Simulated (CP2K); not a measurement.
## ZnSiP2 under changes of volume

One of the cells (18.876 Å³/atom); the others are scaled copies at fixed shape and fractional positions:

```
Zn P Si
1.0
     6.46452    0.00000    0.00000
     1.99806    6.14799    0.00000
    -4.23129   -3.07399    3.79957
Zn P Si
2 4 2
Direct
  0.75000 0.25000 0.50000
  0.00000 0.00000 0.00000
  0.14230 0.62500 0.01730
  0.60770 0.12500 0.98270
  0.87500 0.85770 0.48270
  0.37500 0.39230 0.51730
  0.25000 0.75000 0.50000
  0.50000 0.50000 0.00000
```

The cell is a database's computed one.

```yaml
Program: CP2K 2026.2
Functional: PBE
Potentials_or_basis: POTENTIAL_UZH Zn GTH-PBE-q12, P GTH-PBE-q5, Si GTH-PBE-q4; TZVP-MOLOPT-PBE-GTH basis
Density_cutoff: 6123 eV
k_mesh: 7 × 7 × 7
Occupations: fermi-dirac, width 0.05 eV
Spin: no spin polarisation
```

```csv
volume (Å³/atom),energy over the lowest point (meV/atom),pressure (GPa),gap on the mesh (eV),largest force (eV/Å)
17.744,40.70,9.5,1.23,0.146
18.121,21.20,7.1,1.28,0.097
18.499,?,?,?,?
18.876,3.84,2.6,1.37,0.012
19.254,0.00,0.7,1.41,0.026
19.631,0.20,-0.9,1.44,0.060
20.009,4.04,-2.3,1.48,0.092
```

Q: What does the run at 18.499 Å³/atom give?

A: Energy over the lowest point 7.23 meV/atom; pressure 4.8 GPa; gap on the mesh 1.32 eV; largest force 0.052 eV/Å.

The energies don't lie on one smooth curve, so no fit is given. The run at 18.499 Å³/atom lies farthest off, from a change of basis, grid or state.

Energies are extrapolated to zero smearing.

Caveats: an odd mesh through Γ misses points on the zone boundary, where band edges often lie; the basis of atomic orbitals isn't converged, which shifts pressures, moduli and gaps.
